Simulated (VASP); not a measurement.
## HfH2: relaxation of cell and atoms with LDA

The system is HfH2.

```
Hf H
1.0
    -1.73900    1.73900    2.18050
     1.73900   -1.73900    2.18050
     1.73900    1.73900   -2.18050
Hf H
1 2
Cartesian
  0.0000 0.0000 0.0000
  0.0000 1.7390 1.0902
  1.7390 0.0000 1.0902
```

| Quantity | Value |
| --- | --- |
| Program | VASP 6.6.1 |
| Task | relaxation of cell and atoms |
| Functional | LDA |
| Potentials or basis | VASP PAW LDA potentials, release 64 (Hf_pv, H) |
| Cutoff | 600 eV |
| k mesh | 16 × 16 × 16 |
| Occupations | methfessel-paxton, width 0.1 eV |
| Spin | no spin polarisation |
| Further INCAR settings | ALGO = Normal; EDIFF = 1e-06; IBRION = 2; EDIFFG = -0.01; NSW = 90; ISIF = 3 |

```json
{
  "Relaxed volume": "8.30 Å³/atom",
  "Relaxed cell": "a = 3.216 Å, b = 3.216 Å, c = 3.216 Å, α = 115.30°, β = 115.30°, γ = 98.35°",
  "Space group after relaxing (to 0.05 Å)": "I4/mmm (No. 139)",
  "Energy gained by relaxing": "14.2 meV/atom",
  "Ionic steps": "8",
  "Pressure after relaxing": "-0.2 GPa",
  "Band gap on the k mesh": "none (metal or under the smearing width)"
}
```

Step by step:
| step | energy change (eV) | largest force (eV/Å) | pressure (GPa) | volume (Å³) |
| --- | --- | --- | --- | --- |
| 1 | 0.0000 | 0.0000 | -8.41 | 26.38 |
| 2 | -0.0391 | 0.0000 | 1.82 | 24.65 |
| 3 | -0.0405 | 0.0000 | 0.07 | 24.91 |
| 4 | -0.0405 | 0.0000 | -0.11 | 24.94 |
| 5 | -0.0413 | 0.0000 | -0.13 | 24.93 |
| 6 | -0.0425 | 0.0000 | -0.16 | 24.90 |
| 7 | -0.0426 | 0.0000 | -0.16 | 24.89 |
| 8 | -0.0426 | 0.0000 | -0.15 | 24.89 |

Final structure:
```xyz
3
Lattice="-1.7205 1.7205 2.1023 1.7205 -1.7205 2.1023 1.7205 1.7205 -2.1023" Properties=species:S:1:pos:R:3 pbc="T T T"
Hf    0.0000    0.0000    0.0000
H     0.0000    1.7205    1.0511
H     1.7205    0.0000    1.0511
```

Levels at points of the mesh, in eV from the Fermi level:
```
           k point  band 2  band 3  band 4  band 5  band 6  band 7  band 8  band 9  band 10
(0.00, 0.00, 0.00)  -30.60  -30.53  -11.48   -1.05   -0.53   -0.53    0.45    1.75     3.35
(0.50, 0.00, 0.00)  -30.75  -30.59   -8.57   -5.00   -1.02    0.75    3.87    4.78     5.24
(0.50, 0.50, 0.00)  -30.79  -30.71   -6.68   -5.66   -4.32    4.00    4.23    5.70     6.75
(0.50, 0.50, 0.50)  -30.94  -30.94   -8.06   -3.97   -3.88    4.88    4.98    4.98     5.85
```

Wall time 6.8 min on 1 thread of AMD EPYC 7R43 64-Core Processor (Zen 3), with other jobs on the host, peak memory 0.24 GiB.

The run has no spin-orbit coupling, so splittings on Hf are missing. LDA usually gives volumes a few per cent too small.
